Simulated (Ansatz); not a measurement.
**Stack of 2H-MoTe2 under HfSi2As4, upper layer turned by 180° in a perpendicular field**

Aim: how the stack of 2H-MoTe2 under HfSi2As4, upper layer turned by 180° screens a field along its normal, and what the field does to its bands. A positive field points along +c.

Main program and level: Ansatz 0.2.0; plane-wave DFT, PBE-D3(BJ), Ansatz PAW, in the first sound run; inputs show where later runs differ.

**1. Set-up**

The cell holds 10 atoms: 2 Te, 1 Mo, 4 As, 2 Si and 1 Hf. Cell: a = 3.590 Å, b = 3.590 Å, c = 63.954 Å, α = 90.0°, β = 90.0°, γ = 120.0°. Regions: layer 1: 2H-MoTe2, 3 atoms (2 Te and 1 Mo); layer 2: HfSi2As4, 7 atoms (4 As, 2 Si and 1 Hf). Vacuum lies along c.

**2. Relaxation**

The starting cell is a guess, so the in-plane lattice and the atoms are relaxed first, with the slab cut off from its images along the normal.

File input.yaml:

```yaml
crystal:
  lattice:
    - [3.59, 0.0, 0.0]
    - [-1.795, 3.1090311996, 0.0]
    - [0.0, 0.0, 63.953591387]
  atoms:
    - { symbol: Te, position: [0.3333333333, 0.6666666667, 0.3713630382] }
    - { symbol: Mo, position: [0.0, 0.0, 0.4008696112] }
    - { symbol: Te, position: [0.3333333333, 0.6666666667, 0.4303761842] }
    - { symbol: As, position: [0.3333333333, 0.6666666667, 0.4796306504] }
    - { symbol: Si, position: [0.0, 0.0, 0.4915450888] }
    - { symbol: As, position: [0.0, 0.0, 0.5264141235] }
    - { symbol: Hf, position: [0.3333333333, 0.6666666667, 0.5541338061] }
    - { symbol: As, position: [0.0, 0.0, 0.5818534886] }
    - { symbol: Si, position: [0.0, 0.0, 0.6167225234] }
    - { symbol: As, position: [0.3333333333, 0.6666666667, 0.6286369618] }
  periodic: [true, true, false]
kpoints:
  mp_grid: { grid: [12, 12, 1] }
hamiltonian:
  xc: pbe
  dispersion: d3bj
scf:
  occupations: { method: fermi_dirac, width: 0.05 }
  convergence: { dr2_threshold: 1.0e-09 }
relax:
  f_tol: 0.004
  max_steps: 90
  cell: {}
output:
  write_potential: true
  write_density: true
  volumetric_format: npy
```

Command:

```sh
$ ansatz run input.yaml --threads 4 --pin off --max-ram 12288MiB --backend cpu --events-out ev --progress --plain --runs-dir out
```

Numbers of over 12 decimals in the logs are rounded to 6 here.

The log of the run:

```text
Warning: relax.cell: scf.convergence.dr2_threshold = 1e-9 eV is looser than the 1.42899502938e-10 eV advised for a relaxation that steers and ends on the stress (1e-10 eV for each atom of the cell: 10, times the square of relax.cell.stress_2d_tol = 0.05 N/m over 26.5 Å (the atoms' height at the walk's start and 5 Å past either face), 1.890e-2 GPa, over a crystal's default 0.05). What an SCF threshold leaves in a stress goes as its square root, and in the free energy as the threshold itself, and one threshold admits the most on a small cell: [figures from the program's tests cut] Set scf.convergence.dr2_threshold to 1.42899502938e-10 eV or tighter. [rest of the remark cut]
Engine: ansatz 0.2.0, aarch64-unknown-linux-gnu
Pseudopotentials: kind: paw
Pseudopotential: Te, paw, valence charge 16, recommended cutoff 420 eV (normal), Te.paw.azcp
Pseudopotential: Mo, paw, valence charge 14, recommended cutoff 420 eV (normal), Mo.paw.azcp
Pseudopotential: As, paw, valence charge 15, recommended cutoff 420 eV (normal), As.paw.azcp
Pseudopotential: Si, paw, valence charge 4, recommended cutoff 420 eV (normal), Si.paw.azcp
Pseudopotential: Hf, paw, valence charge 26, recommended cutoff 420 eV (normal), Hf.paw.azcp
Functional definition: PBE
  parameter kappa = 0.804
  parameter beta = 0.066725
  exchange = pbe_x(kappa = kappa, mu = beta*pi^2/3)
  correlation = pbe_c(beta = beta)
Crystal: 10 atoms, lattice volume = 713.813 Å³
Basis set: ecut = 420 eV, 13683 PW (Γ), exchange–correlation on 48×48×864 points (8 copies of the dense FFT grid, shifted against one another)
Bands: 84, of which v1, the nominal top of the filled ones, is band 70 counted from 1 (69 counted from 0)
Symmetry: 6 space group operations
Space group: P3m1 (ITA 156), of the structure as read, at distance tolerance 8.9e-5 Å
k-points: 19 of 144 (time reversal used)
Non-local potential: Te, projectors of the file, l = 0: 2, l = 1: 2, l = 2: 2, l = 3: 2
Non-local potential: Mo, projectors of the file, l = 0: 3, l = 1: 2, l = 2: 2, l = 3: 1
Non-local potential: As, projectors of the file, l = 0: 2, l = 1: 2, l = 2: 3, l = 3: 1
Non-local potential: Si, projectors of the file, l = 0: 2, l = 1: 2, l = 2: 2
Non-local potential: Hf, projectors of the file, l = 0: 3, l = 1: 2, l = 2: 2, l = 3: 3
PAW form: soft (Blöchl's): semilocal exchange-correlation on the pseudo side does not see the compensation charge
PAW one-centre angular grid: Te, 590 points (default); XC on 64 Gauss nodes
PAW one-centre angular grid: Mo, 590 points (default); XC on 64 Gauss nodes
PAW one-centre angular grid: As, 590 points (default); XC on 64 Gauss nodes
PAW one-centre angular grid: Si, 110 points (default); XC on 64 Gauss nodes
PAW one-centre angular grid: Hf, 590 points (default); XC on 64 Gauss nodes
Initial density: superposition of atomic densities (neutral atoms: chi_scale 0, normalization atom), corrected by the library's trained network
Initial wavefunctions: pseudopotential atomic-orbital guess
Functional: x = pbe(κ = 0.804, μ = 0.219515), c = pbe(β = 0.066725)
SCF iter   1: F=—  HF=-55337.395166 eV  |F-HF|=—  |Δ(HF+E_count)|=         —  Δρ=2.80e-3  dr2=6.13e-1  ethr=1.77e-3  ⟨swp⟩=12.0  Hψ=9362  notcnv=0  defer=31
preconditioner: auto → LDOS  [metal: Δε(μ)=0.043 eV  Ē_g=9.482 eV  σ=0.050 eV  W_gap=0.21  n_scr=96 (ndim 8)  ℏωp=11.1 eV  f_vac=0.684  D(μ)=2.96/eV (n_scr^D=16)  β→1.0]
SCF iter   2: F=—  HF=-55339.861284 eV  |F-HF|=—  |Δ(HF+E_count)|=    2.47e0  Δρ=2.40e-2  dr2=4.29e2  ethr=4.38e-4  ⟨swp⟩=5.7  Hψ=4192  notcnv=0  defer=73  recentre
SCF iter   3: F=—  HF=-55337.375190 eV  |F-HF|=—  |Δ(HF+E_count)|=    2.49e0  Δρ=2.29e-3  dr2=4.06e-1  ethr=4.38e-4  ⟨swp⟩=5.5  Hψ=3920  notcnv=0  defer=85
SCF iter   4: F=—  HF=-55337.368833 eV  |F-HF|=—  |Δ(HF+E_count)|=   6.36e-3  Δρ=2.01e-3  dr2=3.08e-1  ethr=2.90e-4  ⟨swp⟩=2.9  Hψ=2144  notcnv=0  defer=67
SCF iter   5: F=—  HF=-55337.355757 eV  |F-HF|=—  |Δ(HF+E_count)|=   1.31e-2  Δρ=1.33e-3  dr2=1.30e-1  ethr=2.20e-4  ⟨swp⟩=3.3  Hψ=2198  notcnv=0  defer=69
SCF iter   6: F=—  HF=-55337.348069 eV  |F-HF|=—  |Δ(HF+E_count)|=   7.69e-3  Δρ=6.76e-4  dr2=5.88e-2  ethr=9.30e-5  ⟨swp⟩=3.1  Hψ=2452  notcnv=0  defer=69
SCF iter   7: F=—  HF=-55337.347363 eV  |F-HF|=—  |Δ(HF+E_count)|=   7.06e-4  Δρ=4.13e-4  dr2=3.09e-2  ethr=4.20e-5  ⟨swp⟩=2.2  Hψ=2131  notcnv=0  defer=68
SCF iter   8: F=—  HF=-55337.347365 eV  |F-HF|=—  |Δ(HF+E_count)|=   2.00e-6  Δρ=2.02e-4  dr2=2.83e-2  ethr=2.21e-5  ⟨swp⟩=1.7  Hψ=1729  notcnv=0  defer=68
SCF iter   9: F=—  HF=-55337.347347 eV  |F-HF|=—  |Δ(HF+E_count)|=   1.83e-5  Δρ=1.81e-4  dr2=2.50e-2  ethr=2.02e-5  ⟨swp⟩=1.8  Hψ=1654  notcnv=0  defer=68
SCF iter  10: F=—  HF=-55337.346753 eV  |F-HF|=—  |Δ(HF+E_count)|=   5.93e-4  Δρ=1.29e-4  dr2=7.28e-3  ethr=1.79e-5  ⟨swp⟩=1.9  Hψ=1732  notcnv=0  defer=68
SCF iter  11: F=—  HF=-55337.346253 eV  |F-HF|=—  |Δ(HF+E_count)|=   5.00e-4  Δρ=1.39e-4  dr2=3.83e-4  ethr=5.20e-6  ⟨swp⟩=2.5  Hψ=1967  notcnv=0  defer=68
SCF iter  12: F=—  HF=-55337.346234 eV  |F-HF|=—  |Δ(HF+E_count)|=   1.90e-5  Δρ=6.07e-5  dr2=2.24e-4  ethr=2.74e-7  ⟨swp⟩=3.1  Hψ=3093  notcnv=0  defer=68
SCF iter  13: F=—  HF=-55337.346223 eV  |F-HF|=—  |Δ(HF+E_count)|=   1.09e-5  Δρ=2.88e-5  dr2=4.47e-5  ethr=1.60e-7  ⟨swp⟩=3.0  Hψ=2212  notcnv=0  defer=68
SCF iter  14: F=—  HF=-55337.346107 eV  |F-HF|=—  |Δ(HF+E_count)|=   1.16e-4  Δρ=1.17e-5  dr2=4.75e-6  ethr=3.19e-8  ⟨swp⟩=3.0  Hψ=2349  notcnv=0  defer=68
SCF iter  15: F=—  HF=-55337.346332 eV  |F-HF|=—  |Δ(HF+E_count)|=   2.25e-4  Δρ=5.77e-6  dr2=1.69e-6  ethr=3.39e-9  ⟨swp⟩=3.5  Hψ=2369  notcnv=0  defer=68
SCF iter  16: F=—  HF=-55337.346332 eV  |F-HF|=—  |Δ(HF+E_count)|=   1.73e-7  Δρ=6.68e-6  dr2=1.12e-6  ethr=1.20e-9  ⟨swp⟩=3.1  Hψ=2318  notcnv=0  defer=68
SCF iter  17: F=—  HF=-55337.346332 eV  |F-HF|=—  |Δ(HF+E_count)|=   7.10e-8  Δρ=1.48e-6  dr2=3.64e-8  ethr=8.01e-10  ⟨swp⟩=3.0  Hψ=2188  notcnv=0  defer=68
SCF iter  18: F=—  HF=-55337.346332 eV  |F-HF|=—  |Δ(HF+E_count)|=   4.97e-8  Δρ=7.97e-7  dr2=1.60e-8  ethr=2.60e-11  ⟨swp⟩=3.8  Hψ=2729  notcnv=0  defer=68
SCF iter  19: F=—  HF=-55337.346332 eV  |F-HF|=—  |Δ(HF+E_count)|=   2.25e-8  Δρ=3.10e-7  dr2=1.61e-9  ethr=1.14e-11  ⟨swp⟩=2.9  Hψ=2345  notcnv=0  defer=68
SCF iter  20: F=-55337.346332 eV  HF=-55337.346332 eV  |F-HF|=2.68e-9  |Δ(HF+E_count)|=   5.06e-9  Δρ=1.14e-7  dr2=2.48e-10  ethr=1.00e-12  ⟨swp⟩=12.1  Hψ=11624  notcnv=0
SCF 1 converged in 20 iterations: F = -55337.346332 eV  dr2 = 2.48e-10
[...]
relax step   8: F+E_penalty+E_count = -55339.32660872 eV  Δ(F+E_penalty+E_count) = -3.506e-6 eV  max|allowed force component| = 1.477e-3 eV/Å  Δτ_max = 0.0011 Å  P = +0.001 N/m  Ω = 736.399 Å³  energy of the carried Pulay correction = -1.164e-3 eV  fix = [c, alpha, beta]  reactions: c +0.000 N/m  (8 SCF iters, accepted)
Basis set: ecut = 420 eV, 14157 PW (Γ), exchange–correlation on 50×50×864 points (8 copies of the dense FFT grid, shifted against one another)
Initial wavefunctions: pseudopotential atomic-orbital guess (no wavefunctions were taken with the density)
iter 1 solved again at ethr=9.29e-7 eV; its pass at ethr=3.10e-3 eV (dr2=1.30e-3 eV) is discarded
SCF iter   1: F=—  HF=-55339.325118 eV  |F-HF|=—  |Δ(HF+E_count)|=         —  Δρ=8.20e-5  dr2=1.50e-6  ethr=9.29e-7  ⟨swp⟩=6.8  Hψ=15446  notcnv=0
eigensolver tolerance schedule: the retry pair's looser diagonalisation over-reported the residual by 866.89 of it (diagonalisation noise at 0.35 of the residual, at the tolerance the schedule requests for it); recorded, not acted on — ethr = c·dr2/N_el stays at c = 1.0e-1
preconditioner: auto → LDOS  [metal: Δε(μ)=0.036 eV  Ē_g=9.292 eV  σ=0.050 eV  W_gap=0.18  n_scr=108 (ndim 8)  ℏωp=10.9 eV  f_vac=0.671  D(μ)=1.65/eV (n_scr^D=12)  β→1.0]
SCF iter   2: F=—  HF=-55339.327882 eV  |F-HF|=—  |Δ(HF+E_count)|=   2.76e-3  Δρ=8.33e-6  dr2=2.35e-6  ethr=1.07e-9  ⟨swp⟩=5.2  Hψ=5329  notcnv=0
SCF iter   3: F=—  HF=-55339.327885 eV  |F-HF|=—  |Δ(HF+E_count)|=   2.91e-6  Δρ=1.81e-5  dr2=4.65e-5  ethr=1.07e-9  ⟨swp⟩=4.0  Hψ=3403  notcnv=0  recentre
SCF iter   4: F=—  HF=-55339.327790 eV  |F-HF|=—  |Δ(HF+E_count)|=   9.48e-5  Δρ=1.01e-5  dr2=2.78e-6  ethr=1.07e-9  ⟨swp⟩=4.5  Hψ=3832  notcnv=0
SCF iter   5: F=—  HF=-55339.327858 eV  |F-HF|=—  |Δ(HF+E_count)|=   6.77e-5  Δρ=4.79e-6  dr2=2.88e-7  ethr=1.07e-9  ⟨swp⟩=3.2  Hψ=2300  notcnv=0
SCF iter   6: F=—  HF=-55339.327869 eV  |F-HF|=—  |Δ(HF+E_count)|=   1.14e-5  Δρ=2.66e-6  dr2=4.10e-8  ethr=2.06e-10  ⟨swp⟩=3.6  Hψ=2529  notcnv=0
SCF iter   7: F=—  HF=-55339.327879 eV  |F-HF|=—  |Δ(HF+E_count)|=   9.74e-6  Δρ=8.00e-7  dr2=1.96e-9  ethr=2.93e-11  ⟨swp⟩=3.6  Hψ=2645  notcnv=0
SCF iter   8: F=-55339.327881 eV  HF=-55339.327881 eV  |F-HF|=2.89e-7  |Δ(HF+E_count)|=   1.86e-6  Δρ=2.29e-7  dr2=2.92e-10  ethr=1.00e-12  ⟨swp⟩=19.1  Hψ=13882  notcnv=0
SCF 9 converged in 8 iterations: F = -55339.327881 eV  dr2 = 2.92e-10
  greatest PAW one-centre occupation: 0.999 electrons in one spin orbital (limit 2), on the As atom at site 9 (counted from 0), in its partial waves of l = 2
relax step   9: F+E_penalty+E_count = -55339.32788108 eV  Δ(F+E_penalty+E_count) = -1.272e-3 eV  max|allowed force component| = 1.475e-3 eV/Å  Δτ_max = 0.0000 Å  P = +0.009 N/m  Ω = 736.399 Å³  fix = [c, alpha, beta]  reactions: c +0.000 N/m  stress off target by 9.48e-3 N/m on what of the cell is left free  SCF on the basis re-selected at this cell (its energy is not comparable with the rows above)  (8 SCF iters)
basis re-selected at this cell: Δ(F+E_penalty+E_count) = -1.272e-3 eV, ΔP = +0.009 N/m vs the last step (what re-selecting the basis moved, of the pressure what is left beyond the Pulay correction that the steps carried, after the strain that the cell walked since its last selection, with what the two solves' SCF thresholds leave and, on support functions, any second-order correction that the steps lacked; it is no measure of the basis error at this ecutwfc). The dense FFT grid was sized anew with the basis: this SCF ran on 25×25×432 points, the steps before it on 24×24×432, so part of this shift can come from that change (see relax.cell in the input reference). [rest of the remark cut]
WARN: The output density's exchange-correlation potential varies sharply where the density is thin. Do not read a vacuum level from v_tot or v_xc, or from such a field of the output density. On a cell that repeats whose density bears no net charge and no dipole along the vacuum's axis use v_es (v_loc + v_h of the components); under efield.dipole_correction with no amplitude use v_es + v_field, which holds any externa [...]
SCF converged after 8 iterations
Free energy (F): -55339.327881 eV
Harris-Foulkes:  -55339.327881 eV  (|F-HF|=2.89e-7)
Internal energy: -55339.314190 eV  (E = F + TS)
E sigma→0 (E₀):  -55339.321035 eV
Entropy (-TS):   -0.013691 eV (-1.369 meV/atom)
Fermi energy:    -4.794387 eV
--- Per-component energies (eV) ---
  E_band       = -3859.922007
  E_kinetic    = 1723.124962
  E_local      = -1472666.111098  (includes V_loc(G=0)·N_el)
  E_nonlocal   = -4351.702589
  E_hartree    = 735554.192015
  E_xc         = -1160.641805
  E_vxc        = -1115.782961  (∫ρ·V_xc dr)
  E_paw        = -27820.202342  (= ΣΔE_a)
  E_vpaw       = 1442.168458  (= ΣTr[D̂ρ^β])
  E_aug_tail   = -0.000319  (compensation charges beyond the density's cutoff)
  E_ewald      = 713385.755703
  E_disp       = -3.728718  (pairwise vdW)
  E_smearing   = -0.013691  (= −TS)
  E_closure    = -0.000000  (closes the sum)
  Σ components = -55339.327881   (vs F -55339.327881, Δ=0.00e0)
--- Forces (eV/Å), atoms counted from 1 ---
  atom   1  Te     0.00000000     0.00000000     0.00017861
  atom   2  Mo     0.00000000    -0.00000000     0.00006733
  atom   3  Te     0.00000000     0.00000000     0.00011503
  atom   4  As     0.00000000    -0.00000000    -0.00024246
  atom   5  Si    -0.00000000    -0.00000000     0.00017950
  atom   6  As     0.00000000    -0.00000000     0.00076910
  atom   7  Hf     0.00000000    -0.00000000    -0.00147538
  atom   8  As    -0.00000000    -0.00000000     0.00060604
  atom   9  Si     0.00000000    -0.00000000     0.00005731
  atom  10  As     0.00000000    -0.00000000    -0.00025569
  max |Σ_I F_I| component: 6.33e-7 eV/Å
--- 2D stress c σ (N/m, compression-positive) ---
        0.009481      -0.000000      -0.000000
       -0.000000       0.009481      -0.000000
       -0.000000      -0.000000       0.000000
  P = ½ c Tr σ = 0.0095 N/m
--- Band table (eV; the first three rows and the last of 19) ---
  k-point 0: bands = [... 66 lower, -5.5294, -5.1749, -4.5494, -4.5494, -4.1185, -2.6874, -2.5320, -2.2454, ... 10 higher]
  k-point 1: bands = [... 66 lower, -5.6023, -5.2004, -4.8111, -4.6983, -4.0733, -2.5817, -2.4228, -2.2640, ... 10 higher]
  k-point 2: bands = [... 66 lower, -5.5221, -5.4650, -5.3392, -5.0535, -4.1858, -3.1102, -3.0009, -2.6321, ... 10 higher]
  k-point 18: bands = [... 66 lower, -6.7659, -6.3049, -5.6065, -5.0928, -4.2114, -3.6027, -3.1566, -3.0589, ... 10 higher]
  the weakly bound empty levels are not read free of the cell's end (no_gap_told)
--- Relaxed structure (8 steps of the walk, 8 accepted, 1 SCFs on fresh bases) ---
  F+E_penalty+E_count = -55339.32788108 eV   max|allowed force component| = 1.475e-3 eV/Å   (the final SCF, on the basis selected at the relaxed cell)
  cell:  # Å, volume = 736.3988 Å³
    - [3.646353, 4.1709769810633925e-18, 0]
    - [-1.823177, 3.157835, 0]
    - [0, 0, 63.953591387]
  atoms:
    - { symbol: Te, position: [0.333333, 0.666667, 0.364544] }
    - { symbol: Mo, position: [-1.1499738362875496e-17, -2.775557561562891e-17, 0.392148] }
    - { symbol: Te, position: [0.333333, 0.666667, 0.419729] }
    - { symbol: As, position: [0.333333, 0.666667, 0.478970] }
    - { symbol: Si, position: [6.1113933825171985e-18, -2.775557561562891e-17, 0.496180] }
    - { symbol: As, position: [8.105994097078582e-18, -2.7755575615628907e-17, 0.532562] }
    - { symbol: Hf, position: [0.333333, 0.666667, 0.557860] }
    - { symbol: As, position: [1.7702789353149265e-18, -2.775557561562891e-17, 0.583196] }
    - { symbol: Si, position: [3.762019054971515e-18, -2.775557561562891e-17, 0.619576] }
    - { symbol: As, position: [0.333333, 0.666667, 0.636780] }
```

It took 8.1 min on 4 threads of Arm Neoverse V1, shared host; peak memory 2.1 GiB.

The steps of the relaxation:

```tsv
step	energy less that of the first step (eV)	largest force component (eV/Å)	volume (Å³)
1	0.0000	3.4603	713.81
2	-1.5389	1.3196	715.73
3	-1.8753	0.1946	723.98
4	-1.9614	0.2459	738.81
5	-1.9792	0.0571	736.04
6	-1.9802	0.0184	736.19
7	-1.9803	0.0073	736.41
8	-1.9803	0.0015	736.40
9*	-1.9815	0.0015	736.40
```

Relaxation steps marked * repeat the geometry before them on a plane-wave basis chosen anew for their cell, so energy and pressure can jump there.

The run keeps the 6 symmetry operations that it works with, so distortions that break them were not tested.

```tsv
cell as run	before	after	change
a (Å)	3.590	3.646	+1.6 %
b (Å)	3.590	3.646	+1.6 %
```

The atoms that moved most (Å, along periodic axes as changes of fractional coordinates times the final cell, across vacuum about the mean position):

```tsv
atom	dx	dy	dz	length
Te3	0.000	0.000	-0.681	0.681
Mo2	0.000	0.000	-0.558	0.558
As10	0.000	0.000	0.521	0.521
Te1	0.000	0.000	-0.436	0.436
As6	0.000	0.000	0.393	0.393
Si5	0.000	0.000	0.296	0.296
Hf7	0.000	0.000	0.238	0.238
Si9	0.000	0.000	0.182	0.182
```

The relaxed structure:

```cif
data_structure
_symmetry_space_group_name_H-M 'P 1'
_symmetry_Int_Tables_number 1
_cell_length_a 3.6464
_cell_length_b 3.6464
_cell_length_c 63.9536
_cell_angle_alpha 90.000
_cell_angle_beta 90.000
_cell_angle_gamma 120.000
_cell_volume 736.40
loop_
_atom_site_label
_atom_site_type_symbol
_atom_site_fract_x
_atom_site_fract_y
_atom_site_fract_z
_atom_site_occupancy
Te1 Te 0.33333 0.66667 0.36454 1
Mo2 Mo 0.00000 0.00000 0.39215 1
Te3 Te 0.33333 0.66667 0.41973 1
As4 As 0.33333 0.66667 0.47897 1
Si5 Si 0.00000 0.00000 0.49618 1
As6 As 0.00000 0.00000 0.53256 1
Hf7 Hf 0.33333 0.66667 0.55786 1
As8 As 0.00000 0.00000 0.58320 1
Si9 Si 0.00000 0.00000 0.61958 1
As10 As 0.33333 0.66667 0.63678 1
```

This step gave:

```
energy at zero smearing : -55339.3210 eV
```

The lattice constant a goes from 3.590 to 3.646 Å.

(Part 1 of 3 ends here.)

[Logs are printed without paths, hosts, clocks, repeated set-up lines and the standing remarks that a program may print on its own settings, such as how far it seeks lower states.]

[Hosts, paths, dates, database ids (printed as entryN), source tags and the programs' standing remarks are cut or masked in the printed files.]

[Maps of the electrostatic potential energy from Ansatz leave out the sawtooth potential of an applied field or a dipole correction, so their vacuum need not be flat; planar profiles and work functions include it.]
